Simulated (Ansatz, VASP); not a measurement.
# Two plane-wave programs on ZnO

```
CELL_PARAMETERS angstrom
4.10045 0.00000 0.00000
0.00000 4.10045 0.00000
0.00000 0.00000 4.10045
ATOMIC_POSITIONS crystal
Zn 0.50000 0.00000 0.00000
Zn 0.00000 0.50000 0.00000
Zn 0.00000 0.00000 0.50000
O 0.00000 0.50000 0.50000
O 0.50000 0.00000 0.50000
O 0.50000 0.50000 0.00000
```

Alike in both runs: task single point; functional PBE; k mesh 4 × 4 × 4; occupations gaussian, width 0.1 eV; collinear spin.

|  | VASP | Ansatz |
| --- | --- | --- |
| version | VASP 6.6.1 | Ansatz 0.2.0 |
| potentials or method | VASP PAW PBE potentials, release 64 (Zn, O) | scalar-relativistic, plane waves, PAW |
| plane-wave cutoff (eV) | 520 | 420 |
| valence electrons in the cell | 54 | 54 |

|  | VASP | Ansatz | Ansatz less VASP |
| --- | --- | --- | --- |
| gap on the k mesh at the Fermi level (eV) | none | none | - |
| pressure (GPa) | 0.9 | 0.0 | -0.93 |
| net moment per atom (μB) | 0.00 | 0.00 | 0.000 |

A gap of «none» marks a metal or a gap that the smearing closes. With one functional, cell and mesh, what is left measures potentials, basis and numerics. Ansatz warned: «seeded_moment_not_kept».

Caveats: the k mesh is coarse (spacing up to 0.38 Å⁻¹), so the values aren't converged.
